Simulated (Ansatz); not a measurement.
# Optical constants of KCl

Level of theory: Ansatz, DFT LDA, scalar-relativistic, plane waves, PAW. Cutoff 420 eV, 6×6×6 k-points (Γ-centred), Gaussian smearing of 0.01 eV. No spin polarisation.

Equilibrium structure at this level:
```yaml
crystal:
  lattice:
    - [0.00000, 3.21680, 3.21680]
    - [3.21680, 0.00000, 3.21680]
    - [3.21680, 3.21680, 0.00000]
  atoms:
    - { symbol: K, position: [0.00000, 0.00000, 0.00000] }
    - { symbol: Cl, position: [0.25000, 0.25000, 0.25000] }
```

The cell is the ideal cubic zincblende prototype; this isn't the usual structure of the compound.

Independent-particle response (no local fields, no excitons) on a 10×10×10 mesh, broadened by 0.1 eV. Light polarised along y. The bands above those solved add 0.07 to ε₁ at zero frequency; that share is added as a constant.

Question: Tabulate n, κ, the reflectivity and the absorption coefficient against photon energy.

Answer:
| E (eV) | n | κ | R | α (10⁵ cm⁻¹) |
| --- | --- | --- | --- | --- |
| 0.2 | 1.58 | 0.00 | 0.05 | 0.00 |
| 0.6 | 1.58 | 0.00 | 0.05 | 0.00 |
| 1.0 | 1.59 | 0.00 | 0.05 | 0.00 |
| 1.4 | 1.59 | 0.00 | 0.05 | 0.00 |
| 1.8 | 1.60 | 0.00 | 0.05 | 0.00 |
| 2.2 | 1.61 | 0.00 | 0.05 | 0.00 |
| 2.6 | 1.62 | 0.00 | 0.06 | 0.00 |
| 3.0 | 1.64 | 0.00 | 0.06 | 0.00 |
| 3.4 | 1.66 | 0.00 | 0.06 | 0.00 |
| 3.8 | 1.68 | 0.00 | 0.06 | 0.00 |
| 4.2 | 1.71 | 0.00 | 0.07 | 0.00 |
| 4.6 | 1.76 | 0.00 | 0.08 | 0.00 |
| 5.0 | 1.86 | 0.01 | 0.09 | 0.03 |
| 5.4 | 1.91 | 0.13 | 0.10 | 0.72 |
| 5.8 | 1.92 | 0.19 | 0.10 | 1.10 |
| 6.2 | 1.96 | 0.23 | 0.11 | 1.42 |
| 6.6 | 2.12 | 0.38 | 0.14 | 2.57 |
| 7.0 | 1.97 | 0.52 | 0.13 | 3.69 |
| 7.4 | 1.55 | 1.01 | 0.18 | 7.56 |
| 7.8 | 1.88 | 1.03 | 0.20 | 8.13 |
| 8.2 | 1.50 | 0.84 | 0.14 | 6.96 |
| 8.6 | 1.16 | 0.46 | 0.05 | 4.05 |
| 9.0 | 1.62 | 0.32 | 0.07 | 2.96 |
| 9.4 | 1.69 | 0.66 | 0.12 | 6.27 |
| 9.8 | 1.55 | 0.79 | 0.13 | 7.88 |
| 10.2 | 1.36 | 0.84 | 0.13 | 8.72 |

Question: Where is the highest local maximum of ε₂ between 0.3 and 10 eV?

Answer: At 7.3 eV, where ε₂ = 4.3.

Question: How do the static value and the gaps compare?

Answer: ε₁(0) = 2.50; on the self-consistent k mesh the Kohn–Sham gap is 4.87 eV and the least direct gap 5.08 eV.

Cost: 1 run of about 0.58 core-minutes, on Intel Xeon Processor @ 2.50GHz (Skylake/Cascade Lake) (shared hosts).